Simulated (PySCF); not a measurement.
A mixed set of molecules.

All values: B3LYP/def2-SVPD (PySCF) at GFN2-xTB geometries, gas phase, one conformer each. Core orbitals are frozen in the response; Δα² is half the sum of the squared differences of the principal polarisabilities. Dipoles and anisotropies that the point group forbids are given as zero.

Question: Rank by polarisability anisotropy Δα, lowest first.
A. `[SiH3:1][O:2][C@@:3]12[CH:4]=[CH:5][C@H:6]3[C@@H:7]1[C@@H:8]23` with Si1–O2–C3–C4 -70°
B. `[cH:1]1[cH:2][o:3][c:4]([SiH:5]2[CH2:6][CH2:7]2)[cH:8]1` with O3–C4–Si5–C6 154°
C. `[O:1]=[C:2]([OH:3])[C:4](=[O:5])[OH:6]` with O1–C2–O3–H 0°, O1–C2–C4–O5 180°, C2–C4–O6–H 180° (oxalic acid)
D. `[O:1]=[C:2]=[N:3][c:4]1[cH:5][cH:6][c:7]([F:8])[cH:9][cH:10]1` with C2–N3–C4–C5 179°

Answer: C (3.03 Å³), A (3.78 Å³), B (8.90 Å³), D (11.82 Å³).

Question: Rank by dipole moment, lowest first.
A. `[cH:1]1[cH:2][o:3][c:4]([SiH:5]2[CH2:6][CH2:7]2)[cH:8]1` with O3–C4–Si5–C6 154°
B. 3,3,3-trifluoroprop-1-yne, `C#CC(F)(F)F`
C. `[CH:1]#[C:2][C@@H:3]1[C:4](=[O:5])[SiH2:6][C@@H:7]1[CH3:8]` with C2–C3–C4–O5 82°, C3–C4–Si6–C7 -12°, C4–Si6–C7–C8 134°, C2–C3–C7–Si6 99°
D. `[O:1]=[C:2]([OH:3])[C:4](=[O:5])[OH:6]` with O1–C2–O3–H 0°, O1–C2–C4–O5 180°, C2–C4–O6–H 180° (oxalic acid)

Answer: D (0.00 D), A (0.92 D), B (2.55 D), C (3.06 D).

All values together:

| SMILES | formula | μ (D) | HOMO (eV) | LUMO (eV) | α (Å³) | Δα (Å³) | electrons | α per electron (Å³) |
| --- | --- | --- | --- | --- | --- | --- | --- | --- |
| c1coc([SiH]2CC2)c1 | C6H8OSi | 0.92 | -6.02 | -0.68 | 14.95 | 8.90 | 66 | 0.226 |
| O=C=Nc1ccc(F)cc1 | C7H4FNO | 0.98 | -6.80 | -1.18 | 13.77 | 11.82 | 70 | 0.197 |
| C#C[C@@H]1C(=O)[SiH2][C@@H]1C | C6H8OSi | 3.06 | -6.56 | -1.86 | 14.33 | 3.93 | 66 | 0.217 |
| C#CC(F)(F)F | C3HF3 | 2.55 | -9.21 | -0.74 | 5.50 | 2.91 | 46 | 0.120 |
| O=C(O)C(=O)O | C2H2O4 | 0.00 | -8.12 | -2.44 | 5.92 | 3.03 | 46 | 0.129 |
| [SiH3]O[C@@]12C=C[C@H]3[C@@H]1[C@H]32 | C6H8OSi | 0.99 | -6.24 | -0.27 | 13.11 | 3.78 | 66 | 0.199 |

Conformers: `[cH:1]1[cH:2][o:3][c:4]([SiH:5]2[CH2:6][CH2:7]2)[cH:8]1` with O3–C4–Si5–C6 154°; `[O:1]=[C:2]=[N:3][c:4]1[cH:5][cH:6][c:7]([F:8])[cH:9][cH:10]1` with C2–N3–C4–C5 179°; `[CH:1]#[C:2][C@@H:3]1[C:4](=[O:5])[SiH2:6][C@@H:7]1[CH3:8]` with C2–C3–C4–O5 82°, C3–C4–Si6–C7 -12°, C4–Si6–C7–C8 134°, C2–C3–C7–Si6 99°; `[O:1]=[C:2]([OH:3])[C:4](=[O:5])[OH:6]` with O1–C2–O3–H 0°, O1–C2–C4–O5 180°, C2–C4–O6–H 180°; `[SiH3:1][O:2][C@@:3]12[CH:4]=[CH:5][C@H:6]3[C@@H:7]1[C@@H:8]23` with Si1–O2–C3–C4 -70°.

Question: How closely does the mean polarisability follow the number of electrons in this set?

Answer: The correlation coefficient is 0.98; α per electron runs from 0.120 to 0.226 Å³.
